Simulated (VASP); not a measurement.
Runs of VASP 6.6.1 on Ag. All rows change the cell; the cell of one of them follows. The structure is tetragonal, space group I4/mmm (No. 139). Conventional cell: a = 3.262 Å, b = 3.262 Å, c = 3.212 Å, α = 90.00°, β = 90.00°, γ = 90.00°. Ag (site symmetry 4/mmm) is surrounded by 10 Ag at 2.81 to 3.21 Å. This isn't the form of Ag at room conditions, which is fcc.

```csv
cell,further INCAR settings,gap on the mesh (eV),pressure (GPa)
"strain -0.015 along x and y, -0.030 along z, atoms carried along",ALGO = Fast; EDIFF = 1e-07; NBANDS = 12,none,(a)
"strain -0.030 along x and y, +0.000 along z, atoms carried along",ALGO = Fast; EDIFF = 1e-06; NBANDS = 12,none,-2.1
"strain -0.015 along x and y, +0.000 along z, atoms carried along",ALGO = Fast; EDIFF = 1e-07; NBANDS = 12,none,-5.0
"strain +0.030 along x and y, +0.000 along z, atoms carried along",ALGO = Fast; EDIFF = 1e-06; NBANDS = 12,none,-10.7
```

Alike in all rows: task single point; level PBEsol; potentials or basis VASP PAW PBE potentials, release 64 (Ag); no spin polarisation; k mesh 20 × 20 × 20; cutoff (eV) 520; smearing gaussian 0.15 eV.

Problem. Estimate the missing entries.

Solution. (a) -2.2.

Caveats: the PAW data sets were made with another functional, which shifts forces and pressure a little.

A k mesh can miss the band edges, and the runs leave out spin-orbit coupling on Ag.

A gap of «none» marks a metal or a gap under the smearing width.
